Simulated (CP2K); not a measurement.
# TaN under changes of volume

One of the cells (10.813 Å³/atom); the others are scaled copies at fixed shape and fractional positions:

```
CELL_PARAMETERS angstrom
3.12728 0.00000 0.00000
1.56364 2.70831 0.00000
1.56364 0.90277 2.55342
ATOMIC_POSITIONS crystal
Ta 0.50000 0.50000 0.50000
N 0.00000 0.00000 0.00000
```

The cell comes from a database or a generator and needn't be the stable form of this composition.

```yaml
Program: CP2K 2026.2
Functional: PBEsol
Potentials_or_basis: POTENTIAL_UZH Ta GTH-PBE-q13, N GTH-PBE-q5; TZVP-MOLOPT-PBE-GTH basis
Density_cutoff: 6123 eV
k_mesh: 10 × 10 × 10
Occupations: fermi-dirac, width 0.05 eV
Spin: no spin polarisation
```

```csv
volume (Å³/atom),energy over the lowest point (meV/atom),pressure (GPa)
10.164,?,?
10.381,0.00,0.0
10.597,4.80,-7.0
10.813,18.53,-13.2
11.030,40.44,-18.8
11.246,69.32,-23.8
11.462,104.60,-28.3
```

Question: What does the run at 10.164 Å³/atom give?

Answer: Energy over the lowest point 5.18 meV/atom; pressure 7.8 GPa.

Worked out: A Birch-Murnaghan fit of order 3 (a polynomial in V^(-2/3)) to the other rows has its minimum at 10.38 Å³/atom with B0 = V·E''(V) = 358 GPa and B' = 4.5. It gives 5.32 meV/atom at 10.164 Å³/atom, against the run's 5.18, and -dE/dV = 8.0 GPa, against 7.8.

Energies are extrapolated to zero smearing.

Caveats: the potentials were made for another functional, which shifts forces and pressure; the basis of atomic orbitals isn't converged, which shifts pressures, moduli and gaps.
